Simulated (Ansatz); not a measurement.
# A series in volume per atom on Cu

All results are calculated (Ansatz 0.2.0 development build). Equation of state of a cubic crystal from periodic Kohn-Sham density functional theory without spin; pressure corrected for the finite basis.

Cell of the first row (space group Pm-3m, No. 221):
```
CELL_PARAMETERS angstrom
2.35790 0.00000 0.00000
0.00000 2.35790 0.00000
0.00000 0.00000 2.35790
ATOMIC_POSITIONS crystal
Cu 0.00000 0.00000 0.00000
```

Settings of every row: formula Cu; structure type simple cubic; functional PBE; spin treatment none; k mesh 23x23x23; occupation method fermi-dirac; occupation width 0.061225619 eV; wave cutoff 420 eV; datasets soft-1 PAW; density cutoff ratio 4.

Limits: a cubic model structure, not a phase known at ambient conditions; modest k-mesh, values are not fully converged in k.

| row | volume per atom (Å³) | pressure (GPa) | energy above lowest point (meV/atom) |
| --- | --- | --- | --- |
| 1 | 13.109 | 7.245 | 17.4 |
| 2 | 13.388 | 4.481 | 7.24 |
| 3 | 13.667 | 2.03 | 1.61 |
| 4 | 13.946 | ? | ? |
| 5 | 14.225 | -2.073 | 1.97 |
| 6 | 14.503 | -3.783 | 7.1 |
| 7 | 14.782 | -5.294 | 15.03 |

Question: what pressure should row 4 give?

Worked fit of pressure. Take u = (V_r/V)^(2/3) − 1 with V_r = 13.946 Å³ an atom, which is twice the finite (Eulerian) strain; such expansions in the strain, on which the Birch-Murnaghan equation of state is built, carry the rest volume and the bulk modulus. The shown rows have u = 0.04213, 0.0276, 0.01356, -0.01312, -0.02577, -0.03807. Least squares give pressure = −0.1455 + 153.553 × u + 498.57 × u² + 479 × u³ GPa; a parabola predicts inner rows, each left out in turn, worse (root mean square 0.012 against 0.0045 GPa). The rows lie off it by 0.001, -0.001, 0.000, 0.002, -0.003, 0.001. The pressure vanishes at u = 0.0009, or V = 13.93 Å³ an atom, and there the bulk modulus at fixed shape and fractions is B = −V dP/dV = (2/3)(1 + u) dP/du = 103 GPa. The withheld row has u = 0, so the fit gives −0.1455 + 153.553 × (0) + 498.57 × (0)² + 479 × (0)³ = -0.145 GPa.

The calculation gave -0.144 GPa. The fit lies 0.001 GPa (0.008 % of the column's range) below it, one unit of the last digit.

The other values of row 4: energy above lowest point 0 meV/atom.
